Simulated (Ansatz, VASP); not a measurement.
Given: the input of a run of VASP 6.6.1 on Cd.

Contents of INCAR:

```
SYSTEM = Cd
ALGO = Normal ; EDIFF = 1E-7
ENCUT = 520 ; GGA = PE
ISIF = 2 ; ISMEAR = -1
LASPH = .TRUE. ; LCHARG = .FALSE.
LREAL = .FALSE. ; LWAVE = .FALSE.
NBANDS = 12 ; NELM = 60
PREC = Accurate ; SIGMA = 0.05
```

File KPOINTS:

```
k-points
0
G
  10 10 10
  0 0 0
```

POSCAR

```
Cd
1.0
   -1.7129491200      1.7843220000      1.7843220000
    1.7129491200     -1.7843220000      1.7843220000
    1.7129491200      1.7843220000     -1.7843220000
Cd
1
Direct
    0.0000000000      0.0000000000      0.0000000000
```

Potentials or basis: VASP PAW PBE potentials, release 64 (Cd).

Launch:

```sh
$ cat potpaw_PBE.64/Cd/POTCAR > POTCAR
$ mpirun -np 1 vasp_std > vasp.out
```

Problem. Translate it to Ansatz 0.2.0. Potentials there: Ansatz PAW.

Solution. As run (the cutoff follows the program's own potentials):

The input input.yaml:

```yaml
crystal:
  lattice:
    - [-1.71294912, 1.784322, 1.784322]
    - [1.71294912, -1.784322, 1.784322]
    - [1.71294912, 1.784322, -1.784322]
  atoms:
    - { symbol: Cd, position: [0.0, 0.0, 0.0] }
hamiltonian:
  xc: pbe
  pseudopotentials: { kind: paw }
kpoints:
  mp_grid: { grid: [10, 10, 10] }
scf:
  occupations: { method: fermi_dirac, width: 0.05 }
output:
  forces: true
  stress: true
  eigenvalues: true
```

Potentials or basis: Ansatz PAW.

Command:

```console
$ ansatz run input.yaml --threads 2 --pin off --max-ram 5632MiB --backend cpu --events-out ev --progress --plain --runs-dir out
```

Both were run:

|  | VASP | Ansatz | Ansatz less VASP |
| --- | --- | --- | --- |
| gap on the k mesh at the Fermi level (eV) | none | none | - |
| pressure (GPa) | 3.4 | 3.1 | -0.29 |
| largest component of the traceless stress (GPa) | 0.72 | 0.72 | +0.001 |

A gap of «none» marks a metal or a gap that the smearing closes. The functional is the same, so the differences come from potentials, cutoffs and numerics. The two sets of potentials don't hold the same shells in valence.
